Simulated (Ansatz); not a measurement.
**Sn2Ge3: properties of a relaxed candidate**

Aim: for this structure of Sn2Ge3, compute bands, density of states and charges.

Computed with Ansatz 0.2.0 (DFT PBE, scalar-relativistic, plane waves, PAW, unless a step's input says otherwise).

1 further run of the same task is left out (it didn't finish).

## (1) Starting point

It takes space group I4/mmm (No. 139, tetragonal). Conventional cell: a = 3.422 Å, b = 3.422 Å, c = 19.362 Å, α = 90.00°, β = 90.00°, γ = 90.00°. Around Sn (site symmetry 4mm) lie 9 Ge at 3.13 to 3.59 Å and 4 Sn at 3.42 Å. Around Ge (site symmetry 4/mmm) lie 8 Sn at 3.13 Å and 4 Ge at 3.42 Å. Ge (site symmetry 4mm) has 4 Ge at 2.82 Å and 4 Sn at 3.22 Å as nearest neighbours.

Coordinates:

```xyz
5
Lattice="-1.7108 1.7108 9.6812 1.7108 -1.7108 9.6812 1.7108 1.7108 -9.6812" Properties=species:S:1:pos:R:3 pbc="T T T"
Sn    0.0000    0.0000    7.7015
Sn    0.0000    0.0000   11.6610
Ge    0.0000    0.0000    0.0000
Ge    0.0000    0.0000   15.2505
Ge    0.0000    0.0000    4.1120
```

It is the end of an earlier relaxation with the same method, from a generated guess; it needn't be the stable form of this composition. At a tolerance of 0.05 Å it has space group I4/mmm (No. 139); it has 22.67 Å³/atom, an uncorrected energy of +0.23 eV/atom over the elements.

## (2) Bands, states and charges

Contents of input.yaml:

```yaml
crystal:
  lattice:
    - [-1.7108097066, 1.7108097066, 9.6812423096]
    - [1.7108097066, -1.7108097066, 9.6812423096]
    - [1.7108097066, 1.7108097066, -9.6812423096]
  atoms:
    - { symbol: Sn, position: [0.3977553642, 0.3977553642, 0.0] }
    - { symbol: Sn, position: [0.6022446358, 0.6022446358, 0.0] }
    - { symbol: Ge, position: [0.0, 0.0, 0.0] }
    - { symbol: Ge, position: [0.7876328839, 0.7876328839, 0.0] }
    - { symbol: Ge, position: [0.2123671161, 0.2123671161, 0.0] }
basis:
  ecutwfc: 420
kpoints:
  mp_grid: { grid: [16, 16, 16] }
  band_path:
    path:
      - [[0.0, 0.0, 0.0], [0.0, 0.0, 0.5], [0.25, 0.25, 0.25], [0.0, 0.5, 0.0], [0.0, 0.0, 0.0], [0.5, 0.5, -0.5], [0.25780695, 0.74219305, -0.25780695]]
      - [[-0.25780695, 0.25780695, 0.25780695], [0.0, 0.0, 0.0]]
      - [[0.0, 0.0, 0.5], [-0.01561389, 0.01561389, 0.5]]
      - [[0.5, 0.5, -0.01561389], [0.5, 0.5, -0.5]]
    npoints: 14
hamiltonian:
  xc: pbe
scf:
  occupations: { method: gaussian, width: 0.1 }
  n_extra_bands: 12
output:
  forces: true
  stress: true
  eigenvalues: true
  populations: true
  dos: { projected: true, de: 0.02, nscf_kmesh: { grid: [20, 20, 20] } }
  bader: true
  write_density: true
  write_potential: true
  elf: true
  volumetric_format: npy
```

Launch:

```
$ ansatz run input.yaml --threads 1 --pin off --max-ram 2560MiB --backend cpu --events-out ev --progress --plain --runs-dir out
```

What does the calculation give? Wanted: gap; states at the Fermi level; Bader charges.

As calculated:

| quantity | value |
| --- | --- |
| gap | none (metal) |
| states at the Fermi level | 2.61 per eV per cell |
| Bader charges | Sn +0.20, Ge -0.20 to -0.10 e |

What this shows: Bands cross the Fermi level: a metal at this level of theory. Of the projected weight within 0.25 eV of the Fermi level, the largest part is Ge 4p (56 %) and Sn 5p (29 %). Bader charges reach 0.2 e, so charge transfer in this metal is small.
